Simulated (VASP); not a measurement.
A run of VASP 6.6.1:

INCAR

```
SYSTEM = Si
  PREC = Accurate
  ENCUT = 520
  EDIFF = 1E-6
  ISMEAR = 0
  SIGMA = 0.05
  LREAL = .False.
  LASPH = .True.
  NELM = 100
  ALGO = Normal
  ISIF = 2
  LWAVE = .False.
  LCHARG = .False.
  GGA = PS
  NBANDS = 11
```

KPOINTS

```
regular mesh
0
Gamma
  12 12 12
  0 0 0
```

Contents of POSCAR:

```
Si
1.0
    0.0000000000      2.7154700000      2.7154700000
    2.7154700000      0.0000000000      2.7154700000
    2.7154700000      2.7154700000      0.0000000000
Si
2
Direct
    0.5000000000      0.5000000000      0.5000000000
    0.7500000000      0.7500000000      0.7500000000
```

Potentials or basis: VASP PAW PBE potentials, release 64 (Si).

The run is started by

```sh
$ cat potpaw_PBE.64/Si/POTCAR > POTCAR
$ mpirun -np 1 vasp_std > vasp.out
```

Hardware: 1 thread of Intel(R) Xeon(R) Platinum 8488C (Sapphire Rapids) (shared host).

Task: Estimate the wall time of this run.

Result: Wall time 30 s on 1 thread of Intel(R) Xeon(R) Platinum 8488C (Sapphire Rapids), on a shared host, peak memory 0.17 GiB. Counts: scf iterations 11, k points 72.
